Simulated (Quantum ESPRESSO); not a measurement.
La in Quantum ESPRESSO: the effect of functional

Crystal: La.

```xyz
1
Lattice="-2.1238 2.1238 2.1238 2.1238 -2.1238 2.1238 2.1238 2.1238 -2.1238" Properties=species:S:1:pos:R:3 pbc="T T T"
La    0.0000    0.0000    0.0000
```

This isn't the form of La at room conditions, which is double hcp.

Alike in all runs:

| Item | Value |
| --- | --- |
| Program | Quantum ESPRESSO 7.5 |
| Task | phonon dispersion |
| Cutoff | 612 eV |
| Density cutoff | 4898 eV |
| k mesh | 10 × 10 × 10 |
| Occupations | cold, width 0.2 eV |
| Spin | no spin polarisation |

Each run relaxes the cell or the atoms first.

One run gave: relaxed volume 34.81 Å³/atom; highest phonon frequency 62 cm⁻¹. Which functional did it use?
A. PBEsol
B. LDA
C. PBE

A.

```tsv
functional	potentials or basis	relaxed volume (Å³/atom)	highest phonon frequency (cm⁻¹)
LDA	GBRV 1.5 LDA	33.18	57
PBE	GBRV 1.5 PBE	37.83	65
PBEsol	GBRV 1.5 PBEsol	34.81	62
```

Caveats: some modes are imaginary.
